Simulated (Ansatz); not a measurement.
# BN: frozen-core PAW against all-electron methods

```
B N
1.0
    -0.03615    1.78943    1.78943
     1.78943   -0.03615    1.78943
     1.78943    1.78943   -0.03615
B N
1 1
Cartesian
  0.0000 0.0000 0.0000
  2.6570 2.6570 2.6570
```

Atom numbers follow the list: B1, N2.

The geometry is COD entry 9008834, unchecked; take it as a test cell. The listed cell was then made from it by scaling, straining or moving an atom.

Methods: DFT, LDA, PAW with Ansatz's default frozen-core files, scalar-relativistic (Ansatz 0.2.0); DFT, LDA, all-electron PAW with datasets made for the crystal, scalar-relativistic (Ansatz 0.2.0); DFT, LDA, all-electron LAPW, scalar-relativistic (Ansatz 0.2.0).

For PAW: a Γ-centred 11×11×11 k mesh, Fermi–Dirac smearing of 0.02 eV, cutoff 420 eV, no spin polarisation; the PAW files were made with PBE, and the program remakes their frozen cores for this functional. The crystal-made all-electron datasets (AE datasets) take a cutoff of 540 eV at this cell. LAPW targets a basis error of 0.5 meV/atom. The Ansatz runs share mesh, smearing and spin set-up. Plane-wave (PAW) pressures include the program's estimate of the Pulay term.

Stress and pressure are positive in compression.

The change that made this cell: equal xy, yz and zx engineering shear strains of -2 %.

```tsv
quantity	PAW	AE datasets	LAPW
pressure (GPa)	-10.41	-10.29	-10.29
stress yz (GPa)	9.09	9.11	9.11
stress xz (GPa)	9.09	9.11	9.11
stress xy (GPa)	9.09	9.11	9.11
force on B1, y (eV/Å)	0.054	0.055	0.055
force on N2, x (eV/Å)	-0.054	-0.055	-0.055
band gap (eV)	4.383	4.377	4.272
field gradient Vzz at B1 (10²¹ V/m²)	-0.23	-0.23	–
field gradient Vzz at N2 (10²¹ V/m²)	-0.64	-0.63	–
```

PAW's pressure differs from the LAPW value by -0.12 GPa.
